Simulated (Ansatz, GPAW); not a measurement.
Given: the input of a run of Ansatz 0.2.0 on MgB2. 

The input input.yaml:

```yaml
crystal:
  lattice:
    - [3.085, 0.0, 0.0]
    - [-1.5425, 2.6716883707, 0.0]
    - [0.0, 0.0, 3.523]
  atoms:
    - { symbol: Mg, position: [0.0, 0.0, 0.0] }
    - { symbol: B, position: [0.6666666667, 0.3333333333, 0.5] }
    - { symbol: B, position: [0.3333333333, 0.6666666667, 0.5] }
hamiltonian:
  xc: pbe
  pseudopotentials: { kind: paw }
kpoints:
  mp_grid: { grid: [10, 10, 8] }
scf:
  occupations: { method: gaussian, width: 0.011 }
output:
  forces: true
  stress: true
  eigenvalues: true
  write_density: true
  write_potential: true
  elf: true
  volumetric_format: npy
```

Potentials or basis: Ansatz PAW.

Launch:

```sh
$ ansatz run input.yaml --threads 2 --pin off --max-ram 5632MiB --backend cpu --events-out ev --progress --plain --runs-dir out
```

Task: What does the same run look like in GPAW 26.7.0 (ASE script)? Potentials or basis there: GPAW PAW data sets (gpaw-data 1.2.1), cutoff 800 eV.

Result: As run (cutoffs and basis follow the program's own potentials, and thresholds, step limits or extra output files can differ):

File run.py:

```python
from ase.dft.bandgap import bandgap
from ase.io import read, write
from ase.units import GPa
from gpaw import GPAW, PW

atoms = read('MgB2.xyz')

calc = GPAW(mode=PW(800),
            xc='PBE',
            kpts={'size': (10, 10, 8), 'gamma': True},
            occupations={'name': 'methfessel-paxton', 'order': 0, 'width': 0.011},
            nbands=17,
            convergence={'density': 1e-05, 'energy': 1e-05},
            maxiter=150,
            txt='gpaw.txt')
atoms.calc = calc
energy = atoms.get_potential_energy()
forces = atoms.get_forces()
stress = atoms.get_stress()
calc.write('gs.gpw')
write('result.traj', atoms)
print(f'Energy: {energy:.6f} eV')
print('Forces (eV/A):')
print(forces.round(4))
print('Stress (GPa):', (stress / GPa).round(3))
print('Fermi level:', round(calc.get_fermi_level(), 4), 'eV')
print(f'Gap: {bandgap(calc)[0]:.4f} eV, direct: {bandgap(calc, direct=True)[0]:.4f} eV')
```

The input MgB2.xyz:

```xyz
3
Lattice="3.0850000000 0.0000000000 0.0000000000 -1.5425000000 2.6716883707 0.0000000000 0.0000000000 0.0000000000 3.5230000000" Properties=species:S:1:pos:R:3 pbc="T T T"
Mg     0.0000000000      0.0000000000      0.0000000000
B      1.5425000002      0.8905627901      1.7615000000
B     -0.0000000002      1.7811255806      1.7615000000
```

Potentials or basis: GPAW PAW data sets (gpaw-data 1.2.1), pw.

Run with:

```bash
$ OMP_NUM_THREADS=1 python run.py
```

Both were run:

|  | Ansatz | GPAW |
| --- | --- | --- |
| Pressure | -0.9 GPa | -1.1 GPa |

Ansatz's pressure holds a Pulay term of +0.18 GPa for its cutoff of 420 eV, which the other run lacks.

Where Ansatz's input types no cutoff or centring, it takes its own default and a Γ-centred mesh.

Pressure is positive in compression.
